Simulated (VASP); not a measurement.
# KCl (Sylvite): relaxation of cell and atoms with PBEsol

The system is KCl (Sylvite).

```
K Cl
1.0
     0.00000    3.12700    3.12700
     3.12700    0.00000    3.12700
     3.12700    3.12700    0.00000
K Cl
1 1
Direct
  0.00000 0.00000 0.00000
  0.50000 0.50000 0.50000
```

- Program: VASP 6.6.1
- Task: relaxation of cell and atoms
- Functional: PBEsol
- Potentials or basis: VASP PAW PBE potentials, release 64 (K_sv, Cl)
- Cutoff: 600 eV
- k mesh: 8 × 8 × 8
- Occupations: gaussian, width 0.03 eV
- Spin: no spin polarisation
- Further INCAR settings: ALGO = Normal; EDIFF = 1e-07; IBRION = 2; EDIFFG = -0.005; NSW = 90; ISIF = 3

- Pressure after relaxing: 0.0 GPa
- Band gap on the k mesh: 5.08 eV, direct

Final structure:
```
K Cl
1.0
     0.00000    3.12700    3.12700
     3.12700    0.00000    3.12700
     3.12700    3.12700    0.00000
K Cl
1 1
Direct
  0.00000 0.00000 0.00000
  0.50000 0.50000 0.50000
```

Levels at points of the mesh, in eV from the valence-band top:
```csv
k point,band 4,band 5,band 6,band 7,band 8,band 9,band 10,band 11,band 12
"(0.00, 0.00, 0.00)",-10.53,-10.53,0.00,0.00,0.00,5.08,8.30,8.30,8.30
"(0.50, 0.00, 0.00)",-10.54,-10.28,-1.12,-0.35,-0.35,7.48,8.56,10.54,10.54
"(0.50, 0.50, 0.00)",-10.59,-10.59,-0.69,-0.23,-0.23,6.38,8.31,10.01,10.22
```

Wall time 15 s on 1 thread of Intel(R) Xeon(R) Platinum 8488C (Sapphire Rapids) (shared host), peak memory 0.2 GiB.

Caveat: the relaxation stopped at its first step, so nothing moved; the PAW data sets were made with another functional, which shifts forces and pressure a little. A k mesh can miss the band edges.
